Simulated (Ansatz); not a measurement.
**Moving the starting magnetic order in FeO**

```xyz
2
Lattice="0.0000 2.1554 2.1554 2.1554 0.0000 2.1554 2.1554 2.1554 0.0000" Properties=species:S:1:pos:R:3 pbc="T T T"
Fe    0.0000    0.0000    0.0000
O     2.1554    2.1554    2.1554
```

Kept alike: task single point; functional PBE; k mesh 11 × 11 × 11; occupations fermi-dirac, width 0.05 eV. Program: Ansatz, Ansatz PAW, cutoff 420 eV. The mesh is that of the run's cell of 2 atoms. No spin-orbit coupling.

| starting magnetic order | largest site moment (μB) | moment of the cell (μB) | free energy over the lowest row (meV/atom) |
| --- | --- | --- | --- |
| fm | 3.45 | 4.00 | 0.00 |
| random | 3.45 | 4.00 | 0.00 |
| spin off | 0.00 | 0.00 | 704.59 |

For a metal such a mesh leaves the last digits unconverged. Moments of the cell are magnitudes, and a label names the start alone. The runs hold the magnetic state that their start led to, which needn't be the lowest. The row without spin has no moments by construction. Site moments count inside each atom's sphere or projector.

Problem. What does the starting magnetic order change here?

Solution. The largest site moment runs from 0.00 (spin off) to 3.45 μB (fm; random). The moment of the cell runs from 0.00 (spin off) to 4.00 μB (fm; random). The free energy is lowest at fm; random, and 704.59 meV an atom higher at spin off. Starts that end at one energy have found one state: fm; random.
